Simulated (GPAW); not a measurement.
Crystal: BeTe.

```
Te Be
1.0
     0.00000    2.77000    2.77000
     2.77000    0.00000    2.77000
     2.77000    2.77000    0.00000
Te Be
1 1
Direct
  0.75000 0.75000 0.75000
  0.00000 0.00000 0.00000
```

```yaml
Program: GPAW 26.7.0
Task: relaxation of cell and atoms
Functional: PBE
Dispersion: D3(BJ)
Potentials_or_basis: GPAW PAW data sets (gpaw-data 1.2.1)
Cutoff: 800 eV
Basis: pw
k_mesh: 8 × 8 × 8
Occupations: fermi-dirac, width 0.05 eV
Spin: no spin polarisation
```

At the start: pressure 1.6 GPa; volume 21.25 Å³/atom.

Question: How do energy, volume and symmetry change on relaxing?

Answer: Over 5 steps the energy falls by 2.5 meV/atom and the volume is 21.81 Å³/atom (+2.6 %); space group F-43m (No. 216, to 0.05 Å).

The path:
| step | energy change (eV) | largest force (eV/Å) | pressure (GPa) | volume (Å³) |
| --- | --- | --- | --- | --- |
| 1 | 0.0000 | 0.0000 | 1.58 | 42.51 |
| 2 | -0.0012 | 0.0000 | 1.37 | 42.64 |
| 3 | -0.0031 | 0.0000 | 0.98 | 42.89 |
| 4 | -0.0046 | 0.0000 | 0.47 | 43.23 |
| 5 | -0.0051 | 0.0000 | -0.09 | 43.61 |

Final structure:
```xyz
2
Lattice="0.0000 2.7938 2.7938 2.7938 0.0000 2.7938 2.7938 2.7938 0.0000" Properties=species:S:1:pos:R:3 pbc="T T T"
Te    4.1907    4.1907    4.1907
Be    0.0000    0.0000    0.0000
```

Caveat: later steps reuse the first step's grids.
